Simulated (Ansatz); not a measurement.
**BeSe (F-43m): zero-pressure volume and bulk modulus with rPW86-PBE + rVV10**

An exercise on one series of results from a longer session: the logs are not shown, and one member is left open.

Computed with Ansatz 0.2.0 (DFT rPW86-PBE + rVV10, scalar-relativistic, plane waves, PAW, unless a step's input says otherwise).

## The structure to begin with

It takes space group F-43m (No. 216, cubic). The conventional cell has a = 5.070 Å, b = 5.070 Å, c = 5.070 Å, α = 90.00°, β = 90.00°, γ = 90.00°. Be (site symmetry -43m) is surrounded by 4 Se at 2.20 Å. Around Se (site symmetry -43m) lie 4 Be at 2.20 Å.

Structure file:

```xyz
2
Lattice="0.0000 2.5350 2.5350 2.5350 0.0000 2.5350 2.5350 2.5350 0.0000" Properties=species:S:1:pos:R:3 pbc="T T T"
Be    0.0000    0.0000    0.0000
Se    3.8025    3.8025    3.8025
```

An earlier run on this cell at PBE gave 5.36 GPa at 16.291 Å³/atom (8×8×8 mesh), gap on the mesh 2.54 eV. The cell is compressed at this level.

The first run:

Input file input.yaml:

```yaml
crystal:
  lattice:
    - [0.0, 2.535001018, 2.535001018]
    - [2.535001018, 0.0, 2.535001018]
    - [2.535001018, 2.535001018, 0.0]
  atoms:
    - { symbol: Be, position: [0.0, 0.0, 0.0] }
    - { symbol: Se, position: [0.75, 0.75, 0.75] }
basis:
  ecutwfc: 420
  ecutrho_ratio: 4
kpoints:
  mp_grid: { grid: [8, 8, 8] }
hamiltonian:
  xc: { exchange: rpw86, correlation: pbe }
  dispersion: rvv10
scf:
  occupations: { method: gaussian, width: 0.05 }
output:
  forces: true
  stress: true
  eigenvalues: true
```

Launch:

```console
$ ansatz run input.yaml --threads 4 --pin off --max-ram 8192MiB --backend cpu --events-out ev --progress --plain --runs-dir out
```

Among the steps run: At the given cell; Stepping to 16.987 Å³/atom; Stepping to 17.562 Å³/atom; Volume × 0.98 of the new zero; Volume × 1.02 of the new zero; Volume × 0.96 of the new zero; Volume × 1.04 of the new zero.

One table of the session follows, with a row left open; its other results are not shown here.

It belongs to the step «Energy and pressure against volume». 

| volume (Å³/atom) | energy (meV/atom) | pressure (GPa) |
| --- | --- | --- |
| 16.859 | 6.66 | 3.22 |
| 17.211 | 1.53 | 1.49 |
| 17.562 | 0.00 | -0.07 |
| 17.913 | ? | ? |
| 18.264 | 6.45 | -2.78 |

Estimate the missing values for volume (Å³/atom) = 17.913.

Worked estimate for «energy (meV/atom)». A straight line through the neighbours (17.562, 0.00) and (18.264, 6.45) gives 0.00 + (6.45 − 0.00) × (17.913 − 17.562) / (18.264 − 17.562) = 3.23; a parabola fitted to 3 rows on both sides gives 1.64.

As computed: energy (meV/atom): 1.74; pressure (GPa): -1.49. In «energy (meV/atom)» the line misses by +1.49 and the parabola by -0.10.
